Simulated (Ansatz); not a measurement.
A sound run on CrCuO2 (R-3m), U = 5 eV on Cr d (DFT, PBEsol+U, PAW with Ansatz's default frozen-core files, scalar-relativistic (Ansatz 0.2.0)):

```yaml
crystal:
  lattice:
    - [1.4867, 0.8583466452, 5.7]
    - [-1.4867, 0.8583466452, 5.7]
    - [0.0, -1.7166932904, 5.7]
  atoms:
    - { symbol: Cr, position: [0.5, 0.5, 0.5], spin: 3.0 }
    - { symbol: Cu, position: [0.0, 0.0, 0.0] }
    - { symbol: O, position: [0.10792, 0.10792, 0.10792] }
    - { symbol: O, position: [0.89208, 0.89208, 0.89208] }
magnetization:
  spin_polarized: true
kpoints:
  mp_grid: { grid: [11, 11, 11] }
scf:
  occupations: { method: fermi_dirac, width: 0.08 }
hamiltonian:
  xc: pbesol
  pseudopotentials: { kind: paw }
  hubbard: { sites: [{ species: Cr, l: d, u_eff: 5 }] }
output:
  forces: true
  stress: true
  eigenvalues: true
  hubbard: { sites: [{ species: Cr, l: d }, { species: Cu, l: d }] }
  populations: true
```

It converged in 22 iterations. Site moments (μB): Cr1 2.52, Cu2 -0.02, O3 -0.06, O4 -0.06. Cell moment 3.00 μB. Pressure 0.63 GPa.

The input is then changed, output keys apart:

```diff
-  mp_grid: { grid: [11, 11, 11] }
+  mp_grid: { grid: [11, 11, 11], shift: [0.5, 0.5, 0.5] }
+  initial_density: { chi_scale: 0.3 }
```

What happens?

The calculation finished and met its thresholds. Free energy -11057.4639 eV against -11057.4639 eV, cell moment 3.00 μB, pressure 0.63 GPa. The change did no harm here: the energy is that of the sound run to 1 meV per atom.
```
basis.fft_grid_basis auto: the FFT boxes are laid along the combinations [[1, 0, -1], [0, 1, -1], [0, 0, 1]] of the cell's own vectors, 2.973, 2.973 and 5.953 Å long. The dense box has 20×20×40 points. Along the cell's own vectors, as sized, it would have 40×40×40, 4.00 times as many. Of the 12 symmetry operations that the crystal satisfies within crystal.symmetry.tolerance (time reversal apart; o …
Cr: projections on atomic orbitals take those of the free atom [Ne] 3s2 3p6 3d5 4s1, of charge +0.00 (hamiltonian.pseudopotentials.projection_atoms); the dataset's partial waves leave at most 7.0e-7 of an orbital's norm unspanned inside its sphere
Cu: projections on atomic orbitals take those of the free atom [Ne] 3s2 3p6 3d10 4s1, of charge +0.00 (hamiltonian.pseudopotentials.projection_atoms); the dataset's partial waves leave at most 2.0e-6 of an orbital's norm unspanned inside its sphere
O: projections on atomic orbitals take those of the free atom [He] 2s2 2p4, of charge +0.00 (hamiltonian.pseudopotentials.projection_atoms); the dataset's partial waves leave at most 1.9e-8 of an orbital's norm unspanned inside its sphere
Engine: ansatz 0.2.0
Pseudopotentials: kind: paw
Pseudopotential: Cr, paw, valence charge 14, recommended cutoff 420 eV (normal), Cr.paw.azcp
Pseudopotential: Cu, paw, valence charge 19, recommended cutoff 420 eV (normal), Cu.paw.azcp
Pseudopotential: O, paw, valence charge 6, recommended cutoff 420 eV (normal), O.paw.azcp
Functional definition: PBEsol
  exchange = pbesol_x
  correlation = pbesol_c
Crystal: 4 atoms, lattice volume = 43.643 Å³
[...]
  k-point 0 ↑: bands = ["-99.8315", "-61.6701", "-57.5381", "-57.2823", "-57.2823", "-33.0922", "-33.0484", "-33.0484", "-8.4228", "-6.8127", "2.7283", "5.5230", "5.5230", "7.7389", "7.8016", "8.0390", "8.0390", "9.0376", "9.0446", "9.0446", "9.7485", "9.7485", "10.1321", "10.1321", "13.8651", "14.6858", "14.6858", "18.1477", "20.0677"]
  k-point 1 ↑: bands = ["-99.8313", "-61.6671", "-57.5380", "-57.2833", "-57.2826", "-33.0896", "-33.0637", "-33.0518", "-8.3304", "-6.8181", "2.8838", "5.2550", "5.6276", "7.5511", "7.8374", "7.8886", "7.9526", "9.0310", "9.0686", "9.2100", "9.7220", "9.7975", "10.0967", "10.2780", "14.0147", "14.4617", "14.6264", "18.5011", "20.2684"]
  k-point 2 ↑: bands = ["-99.8308", "-61.6601", "-57.5378", "-57.2860", "-57.2833", "-33.1042", "-33.0825", "-33.0606", "-8.0813", "-6.8275", "3.2952", "4.7375", "5.9255", "6.7564", "7.4006", "7.9092", "8.2765", "9.0435", "9.1950", "9.2955", "9.7125", "9.9248", "10.1059", "10.4687", "14.0159", "14.3295", "14.5161", "19.3166", "20.8315"]
  k-point 145 ↓: bands = ["-99.8537", "-58.5571", "-57.5679", "-57.3017", "-57.3017", "-30.0274", "-30.0274", "-29.9936", "-8.2034", "-7.0576", "5.2822", "5.9243", "6.8963", "6.8963", "7.9969", "8.3438", "8.3438", "9.7350", "9.7350", "10.7387", "10.7387", "15.0524", "15.1898", "15.1898", "15.7282", "16.5068", "16.5068", "17.3807", "20.7751"]
Occupation matrices written to <dir>
--- Löwdin populations: 4 sites ---
  site symbol       q [e]    m [muB]
     0     Cr     12.7169     3.0461
     1     Cu     18.4368     0.0175
     2      O      6.8239    -0.0541
     3      O      6.8239    -0.0541
  spilling = 0.004411 (of n_electrons = 45.000000)
```
